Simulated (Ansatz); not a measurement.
# Al: a vibration from a frozen displacement

Method: DFT PBEsol, scalar-relativistic, plane waves, PAW in Ansatz 0.2.0. Cutoff 420 eV, Γ-centred 14×14×14 k-points, Gaussian smearing of 0.15 eV. No spin polarisation. Energies are free energies at this smearing, counted from the undisturbed cell; pressure is positive in compression.

The starting cell (relaxed at this level; this bcc form isn't the usual structure):

```
CELL_PARAMETERS angstrom
3.21288 -3.21288 -3.21288
-3.21288 3.21288 -3.21288
3.21288 3.21288 3.21288
ATOMIC_POSITIONS crystal
Al 0.50000 0.50000 0.00000
Al 0.50000 0.00000 0.00000
Al 0.00000 0.50000 0.00000
Al 0.00000 0.00000 0.00000
Al 0.50000 0.50000 0.50000
Al 0.50000 0.00000 0.50000
Al 0.00000 0.50000 0.50000
Al 0.00000 0.00000 0.50000
```

Atom 1 (Al) is moved by x along the Cartesian unit vector (0.000, 0.000, 1.000); the cell and all other atoms stay fixed. The cell's volume is 132.66 Å³; the moved atoms weigh 26.982 u together and the others 188.871 u.

| x (Å) | ΔE (meV/cell) | total force on the moved atoms along the move (eV/Å) | pressure (GPa) |
| --- | --- | --- | --- |
| -0.1000 | 21.21 | 0.4245 | 0.0386 |
| -0.0600 | 7.63 | 0.2544 | -0.0171 |
| -0.0200 | 0.85 | 0.0848 | -0.0450 |
| 0.0000 | 0.00 | 0.0000 | -0.0485 |
| 0.0400 | 3.39 | -0.1696 | -0.0345 |
| 0.0800 | 13.57 | -0.3394 | 0.0073 |

Q: What frequency belongs to this motion?

A: The force constant is k = −dF/dx = 4.240 eV/Å², from the parabola through x = -0.0200, 0 and 0.0400. In every cell the moved atoms swing against the rest, so the mass is μ = m₁m₂/(m₁ + m₂) = 23.609 u, and ν̃ = 521.5 cm⁻¹ × √(|k|/μ) = 221 cm⁻¹. The pattern needn't be a normal mode: ν̃² is then a weighted mean of the squared nonzero frequencies at the zone centre of this cell, so it lies between the lowest and the highest of them.

Q: How far does the harmonic law reach?

A: At x = -0.100 Å, kx²/2 = 21.20 meV against the computed 21.21 meV (+0.0 %): the well is still close to harmonic there.

In a metal these slopes depend on the k mesh and the smearing.